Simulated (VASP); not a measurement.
# Si (I4_1/amd) in VASP: single point with PBEsol

Aim: the single point of Si with PBEsol.

Program: VASP 6.6.1. These are calculated values, not measurements. Logs are shortened: lines on timing, memory, paths and dates and some standing lists are left out, and cuts for length are marked.

**1. The crystal as given**

It takes space group I4_1/amd (No. 141, tetragonal). The conventional cell has a = 3.858 Å, b = 3.858 Å, c = 5.416 Å, α = 90.00°, β = 90.00°, γ = 90.00°. Si (site symmetry -4m2) is surrounded by 4 Si at 2.36 Å.

**2. Single point, PBEsol**

INCAR

```
SYSTEM = Si
ALGO = Normal ; EDIFF = 1E-7
ENCUT = 520 ; GGA = PS
ISIF = 2 ; ISMEAR = 0
LASPH = .True. ; LCHARG = .False.
LREAL = .False. ; LWAVE = .False.
NBANDS = 11 ; NELM = 100
PREC = Accurate ; SIGMA = 0.01
```

KPOINTS

```
k-points
0
Gamma
  10 10 10
  0 0 0
```

POSCAR

```
Si
1.0
    0.0000000000      2.7276977521      2.7081195127
    2.7276977521      0.0000000000      2.7081195127
    2.7276977521      2.7276977521      0.0000000000
Si
2
Direct
    0.0000000000      0.0000000000      0.0000000000
    0.2500000000      0.2500000000      0.2500000000
```

Potentials or basis: VASP PAW PBE potentials, release 64 (Si).

Command:

```console
cat potpaw_PBE.64/Si/POTCAR > POTCAR
mpirun -np 1 vasp_std > vasp.out
```

OUTCAR:

```text
SYSTEM = Si
   EDIFF = 1E-7
   ENCUT = 520
   GGA = PS
   ISIF = 2
   ISMEAR = 0
   LASPH = .True.
   LREAL = .False.
   NELM = 100
   PREC = Accurate

 ion  position               nearest neighbor table
   1  0.000  0.000  0.000-   2 2.36   2 2.36   2 2.36   2 2.36
   2  0.250  0.250  0.250-   1 2.36   1 2.36   1 2.36   1 2.36

  LATTYP: Found a body centered tetragonal cell.
 ALAT       =     3.8575471551
 C/A-ratio  =     1.4040629467

  Lattice vectors:

 A1 = (   0.0000000000,  -2.7276977521,  -2.7081195127)
 A2 = (   0.0000000000,   2.7276977521,  -2.7081195127)
 A3 = (   2.7276977521,   0.0000000000,   2.7081195127)

Analysis of symmetry for initial positions (statically):
=====================================================================
 Subroutine PRICEL returns:
 Original cell was already a primitive cell.

 Routine SETGRP: Setting up the symmetry group for a
 body centered tetragonal supercell.

 Subroutine GETGRP returns: Found 16 space group operations
 (whereof  8 operations were pure point group operations)
 out of a pool of 16 trial point group operations.

The static configuration has the point symmetry D_2d.
 The point group associated with its full space group is D_4h.

Analysis of symmetry for dynamics (positions and initial velocities):
=====================================================================
 Subroutine PRICEL returns:
 Original cell was already a primitive cell.

 Routine SETGRP: Setting up the symmetry group for a
 body centered tetragonal supercell.

 Subroutine GETGRP returns: Found 16 space group operations
 (whereof  8 operations were pure point group operations)
 out of a pool of 16 trial point group operations.

The dynamic configuration has the point symmetry D_2d.
 The point group associated with its full space group is D_4h.

 Subroutine INISYM returns: Found 16 space group operations
 (whereof  8 operations are pure point group operations),
 and found     1 'primitive' translations

----------------------------------------------------------------------------------------

                                     Primitive cell

  volume of cell :      40.2986

  direct lattice vectors                    reciprocal lattice vectors
     0.000000000  2.727697752  2.708119513    -0.183304767  0.183304767  0.184629961
     2.727697752  0.000000000  2.708119513     0.183304767 -0.183304767  0.184629961
     2.727697752  2.727697752  0.000000000     0.183304767  0.183304767 -0.184629961

  length of vectors
     3.843728180  3.843728180  3.857547155     0.318260110  0.318260110  0.318260110

  position of ions in fractional coordinates (direct lattice)
     0.000000000  0.000000000  0.000000000
     0.250000000  0.250000000  0.250000000

  ion indices of the primitive-cell ions
   primitive index   ion index
                 1           1
                 2           2

----------------------------------------------------------------------------------------

 KPOINTS: k-points

Automatic generation of k-mesh.
 Grid dimensions read from file:
 generate k-points for:   10   10   10

 Generating k-lattice:

  Cartesian coordinates                     Fractional coordinates (reciprocal lattice)
    -0.018330477  0.018330477  0.018462996     0.100000000  0.000000000  0.000000000
     0.018330477 -0.018330477  0.018462996     0.000000000  0.100000000  0.000000000
     0.018330477  0.018330477 -0.018462996     0.000000000  0.000000000  0.100000000

  Length of vectors
     0.031826011  0.031826011  0.031826011

  Shift w.r.t. Gamma in fractional coordinates (k-lattice)
     0.000000000  0.000000000  0.000000000

 Subroutine IBZKPT returns following result:
 ===========================================

 Found    102 irreducible k-points:

 Following reciprocal coordinates:
            Coordinates               Weight
  0.000000  0.000000  0.000000      1.000000
  0.100000 -0.000000  0.000000      8.000000
  0.200000 -0.000000  0.000000      8.000000
  0.300000  0.000000  0.000000      8.000000
  0.400000  0.000000  0.000000      8.000000
  0.500000  0.000000  0.000000      4.000000
[... 16 lines left out ...]
  0.300000  0.300000  0.000000      2.000000
  0.400000  0.300000  0.000000      8.000000
 [... further k-points ...]
   k-points           NKPTS =    102   k-points in BZ     NKDIM =    102   number of bands    NBANDS=     11
   number of dos      NEDOS =    301   number of ions     NIONS =      2
   total plane-waves  NPLWV =  27000
   dimension x,y,z NGX =    30 NGY =   30 NGZ =   30
   dimension x,y,z NGXF=    60 NGYF=   60 NGZF=   60
   ions per type =               2
   NGX,Y,Z   is equivalent  to a cutoff of  12.98, 12.98, 12.93 a.u.
   NGXF,Y,Z  is equivalent  to a cutoff of  25.95, 25.95, 25.86 a.u.
 SYSTEM =  Si
   PREC   = accura    normal or accurate (medium, high low for compatibility)
   ISTART =      0    job   : 0-new  1-cont  2-samecut
   ICHARG =      2    charge: 1-file 2-atom 10-const
   ISPIN  =      1    spin polarized calculation?
   LNONCOLLINEAR =      F non collinear calculations
   LSORBIT =      F    spin-orbit coupling
   LASPH  =      T    aspherical Exc in radial PAW
   ENCUT  =  520.0 eV  38.22 Ry    6.18 a.u.   7.15  7.15  7.17*2*pi/ulx,y,z
   NELM   =    100;   NELMIN=  2; NELMDL= -5     # of ELM steps
   EDIFF  = 0.1E-06   stopping-criterion for ELM
   LREAL  =      F    real-space projection
   EDIFFG = 0.1E-05   stopping-criterion for IOM
   NSW    =      0    number of steps for IOM
   IBRION =     -1    ionic relax: 0-MD 1-quasi-New 2-CG
   NFREE  =      0    steps in history (QN), initial steepest desc. (CG)
   ISIF   =      2    stress and relaxation
   ISYM   =      2    0-nonsym 1-usesym 2-fastsym
   POTIM  = 0.5000    time-step for ionic-motion
   TEBEG  =    0.0;   TEEND  =   0.0 temperature during run
   PSTRESS=    0.0 pullay stress
   NELECT =       8.0000    total number of electrons
   NUPDOWN=      -1.0000    fix difference up-down
   EMIN   =  10.00;   EMAX   =-10.00  energy-range for DOS
   EFERMI =   0.00;   METHOD = LEGACY
   ISMEAR =     0;   SIGMA  =   0.01  broadening in eV -4-tet -1-fermi 0-gaus
   EFERMI_NEDOS =   21; number of points for ismear=-14 and -15
   IALGO  =     38    algorithm
   IMIX   =      4    mixing-type and parameters
     AMIX     =   0.40;   BMIX     =  1.00
     AMIX_MAG =   1.60;   BMIX_MAG =  1.00
  volume/ion in A,a.u.               =      20.15       135.97
  Fermi-wavevector in a.u.,A,eV,Ry     =   0.955010  1.804708 12.409121  0.912045
  Thomas-Fermi vector in A             =   2.083809
   LORBIT       =      0    0 simple, 1 ext, 2 COOP (PROOUT), +10 PAW based schemes
   GGA     = PS    functional components
   LHFCALC =     F    Hartree Fock is set to
   AEXX    =    0.0000 exact exchange contribution
   IVDW    =     0    specifies the selected vdW correction
   LEPSILON=     F    determine dielectric tensor
   LRPA    =     F    only Hartree local field effects (RPA)
 non-spin polarized calculation
 Gauss-broadening in eV      SIGMA  =   0.01
  energy-cutoff  :      520.00
  volume of cell :       40.30
 maximum number of plane-waves:      1106
 NGX is ok and might be reduce to    30
   NGX = 15   NGY = 15   NGZ = 15

 number of electron       8.0000001 magnetization

 Free energy of the ion-electron system (eV)
  ---------------------------------------------------
  ext. energy  EPLUGINS =         0.00000000
  ---------------------------------------------------
  free energy    TOTEN  =       -11.49204913 eV

  energy without entropy =      -11.49204913  energy(sigma->0) =      -11.49204913

 E-fermi :   5.8068     XC(G=0):  -9.5290

 val. band max:        5.7589550666   @ k =   0.0000   0.0000   0.0000
 cond. band min:       6.1601853048   @ k =   0.4000   0.4000   0.0000
 fundamental gap:      0.4012302383
 Fermi energy:         5.8068312818

 k-point     1 :       0.0000    0.0000    0.0000
  band No.  band energies     occupation
      1      -6.2207      2.00000
      2       5.7090      2.00000
      3       5.7090      2.00000
      4       5.7590      2.00000
      5       8.2234      0.00000
      6       8.2490      0.00000
      7       8.2490      0.00000
      8       8.9762      0.00000
      9      13.3450      0.00000
     10      13.4102      0.00000
     11      13.4753      0.00000

 k-point     2 :       0.1000   -0.0000    0.0000
  band No.  band energies     occupation
      1      -6.0900      2.00000
      2       4.5693      2.00000
      3       5.5070      2.00000
      4       5.5449      2.00000
      5       8.2295      0.00000
      6       8.5272      0.00000
      7       8.5411      0.00000
      8       9.9152      0.00000
      9      12.9824      0.00000
     10      13.0932      0.00000
     11      13.9601      0.00000

 k-point     3 :       0.2000   -0.0000    0.0000
  band No.  band energies     occupation
      1      -5.7040      2.00000
      2       2.7035      2.00000
      3       5.1207      2.00000
      4       5.1679      2.00000
      5       7.8593      0.00000
      6       9.0380      0.00000
      7       9.0416      0.00000
      8      11.6669      0.00000
      9      12.6794      0.00000
     10      12.7420      0.00000
     11      14.6390      0.00000
[... 267 lines left out ...]
 k-point    23 :       0.3000    0.3000    0.0000
  band No.  band energies     occupation
      1      -4.6615      2.00000
      2       1.3442      2.00000
      3       3.4588      2.00000
      4       3.4588      2.00000
      5       6.4506      0.00000
      6       8.0268      0.00000
      7      12.3222      0.00000
      8      12.3222      0.00000
      9      14.7737      0.00000
     10      15.0933      0.00000
     11      18.0091      0.00000

 k-point    24 :       0.4000    0.3000    0.0000
  band No.  band energies     occupation
      1      -4.0461      2.00000
      2       0.3333      2.00000
      3       2.8357      2.00000
      4       3.2519      2.00000
      5       6.6382      0.00000
      6       7.8405      0.00000
      7      12.6160      0.00000
      8      12.7215      0.00000
      9      16.1278      0.00000
     10      16.4057      0.00000
     11      17.7556      0.00000

 [... further k-points ...]

------------------------ aborting loop because EDIFF is reached ----------------------------------------

  FORCE on cell =-STRESS in cart. coord.  units (eV):
  Direction    XX          YY          ZZ          XY          YZ          ZX
  --------------------------------------------------------------------------------------
  -------------------------------------------------------------------------------------
  Total       -0.1421388     -0.1421388      0.0263220      0.0000000      0.0000000      0.0000000
  in kB       -5.6510995     -5.6510995      1.0464995      0.0000000      0.0000000      0.0000000
  external PRESSURE =      -3.4185665 kB  Pullay stress =       0.0000000 kB

 VOLUME and BASIS-vectors are now :
 -----------------------------------------------------------------------------
  energy-cutoff  :      520.00
  volume of cell :       40.30
      direct lattice vectors                 reciprocal lattice vectors
     0.000000000  2.727697752  2.708119513    -0.183304767  0.183304767  0.184629961
     2.727697752  0.000000000  2.708119513     0.183304767 -0.183304767  0.184629961
     2.727697752  2.727697752  0.000000000     0.183304767  0.183304767 -0.184629961

 POSITION                                       TOTAL-FORCE (eV/Angst)
 -----------------------------------------------------------------------------------
      0.00000      0.00000      0.00000        -0.000000     -0.000000      0.000000
      1.36385      1.36385      1.35406         0.000000      0.000000      0.000000
 -----------------------------------------------------------------------------------
    total drift:                               -0.000000     -0.000000     -0.000000

  FREE ENERGIE OF THE ION-ELECTRON SYSTEM (eV)
  ---------------------------------------------------
  free  energy   TOTEN  =       -11.4920491276 eV

  energy  without entropy=      -11.4920491276  energy(sigma->0) =      -11.49204913
```

Run time: 28 s. Hardware: 1 thread of Intel Xeon Platinum 8488C (Sapphire Rapids), shared host; peak memory 0.18 GiB.

Results:

```yaml
Free_energy: -11.4920 eV
Pressure: -0.3 GPa
Band_gap_on_the_k_mesh: 0.40 eV, indirect (least direct gap 2.46 eV)
```

Caveat: the PAW data sets were made with another functional, which shifts forces and pressure a little. A k mesh can miss the band edges.
